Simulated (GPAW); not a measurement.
## BAs in GPAW: convergence with k mesh

Input of the first run (k mesh 2 × 2 × 2); the others differ in this setting and in those tied to it:

File run.py:

```python
from ase import Atoms
from ase.dft.bandgap import bandgap
from ase.io import write
from ase.units import GPa
from gpaw import GPAW, PW, setup_paths

setup_paths.insert(0, '.')

atoms = Atoms(['B', 'As'],
              cell=[[2.95701033, 0.0, 0.0],
                    [0.0, 2.95701033, 0.0],
                    [0.0, 0.0, 2.95701033]],
              scaled_positions=[[0.5, 0.5, 0.5],
                                [0.0, 0.0, 0.0]],
              pbc=True)

calc = GPAW(mode=PW(800),
            xc='PBEsol',
            kpts={'size': (2, 2, 2), 'gamma': True},
            occupations={'name': 'fermi-dirac', 'width': 0.05},
            nbands=11,
            convergence={'density': 1e-05, 'energy': 1e-05},
            maxiter=100,
            txt='gpaw.txt')
atoms.calc = calc
energy = atoms.get_potential_energy()
forces = atoms.get_forces()
stress = atoms.get_stress()
calc.write('gs.gpw')
write('result.traj', atoms)
print(f'Energy: {energy:.6f} eV')
print('Forces (eV/A):')
print(forces.round(4))
print('Stress (GPa):', (stress / GPa).round(3))
print('Fermi level:', round(calc.get_fermi_level(), 4), 'eV')
print(f'Gap: {bandgap(calc)[0]:.4f} eV, direct: {bandgap(calc, direct=True)[0]:.4f} eV')
```

Potentials or basis: PAW data sets generated in the run's folder for this functional, pw.

Command:

```bash
$ gpaw-setup -f PBEsol As B
$ OMP_NUM_THREADS=1 python run.py
```

The cell was built by a generator and needn't be a form met in nature.

Hardware: 1 thread of Arm Neoverse V1 (shared host).

```
      k mesh  energy less the tightest run, at zero smearing (meV/atom)  pressure (GPa)  SCF cycles  CPU time (s)  peak memory (GiB)
   2 × 2 × 2                                                    -264.22          -11.26          15           5.3               0.13
   3 × 3 × 3                                                     103.92            2.38           8           4.4               0.13
   4 × 4 × 4                                                     -55.98           -9.56           9           5.5               0.13
   5 × 5 × 5                                                      24.66           -9.35           9           5.3               0.13
   6 × 6 × 6                                                     -15.06           -5.22           9             7               0.13
   7 × 7 × 7                                                     -15.16           -7.08           9             7               0.13
   8 × 8 × 8                                                      34.53           -6.59           9           9.3               0.14
10 × 10 × 10                                                      -2.59           -6.49           9            13               0.15
12 × 12 × 12                                                       0.00           -6.31           9            17               0.17
```

Not settled before the last step: the energy (to 1 meV/atom), the pressure (to 0.1 GPa). Meshes of other sizes hit other points, so gaps and Fermi surfaces needn't settle smoothly. The tightest run that finished is the yardstick and may itself not be fully converged.
